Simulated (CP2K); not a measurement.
Crystal: MoS2.

```
CELL_PARAMETERS angstrom
3.16900 0.00000 0.00000
-1.58450 2.74443 0.00000
0.00000 0.00000 12.32400
ATOMIC_POSITIONS crystal
Mo 0.66667 0.33333 0.75000
Mo 0.33333 0.66667 0.25000
S 0.66667 0.33333 0.37700
S 0.33333 0.66667 0.87700
S 0.66667 0.33333 0.12300
S 0.33333 0.66667 0.62300
```

Base run:

```yaml
Program: CP2K 2026.2
Functional: vdW-DF-cx
Potentials_or_basis: POTENTIAL_UZH Mo GTH-PBE-q14, S GTH-PBE-q6; DZVP-MOLOPT-PBE-GTH basis
Density_cutoff: 9184 eV
k_mesh: 10 × 10 × 3
Occupations: fermi-dirac, width 0.05 eV
Spin: no spin polarisation
```

Its results: band gap on the k mesh 0.94 eV, indirect (least direct gap 1.92 eV); pressure 1.0 GPa; largest force 0.241 eV/Å.

Task: After a change of settings the same cell gave: band gap on the k mesh 0.95 eV, indirect (least direct gap 1.90 eV); pressure 4.9 GPa; largest force 0.447 eV/Å. Which change was it?
A. functional from vdW-DF-cx to LDA
B. functional from vdW-DF-cx to PBEsol
C. functional from vdW-DF-cx to HLE17
D. functional from vdW-DF-cx to optB88-vdW

Result: D.

Caveats: the potentials were made for another functional, which shifts forces and pressure; the basis of atomic orbitals isn't converged, which shifts pressures, moduli and gaps.

Runs at the PBE level aren't shown here.
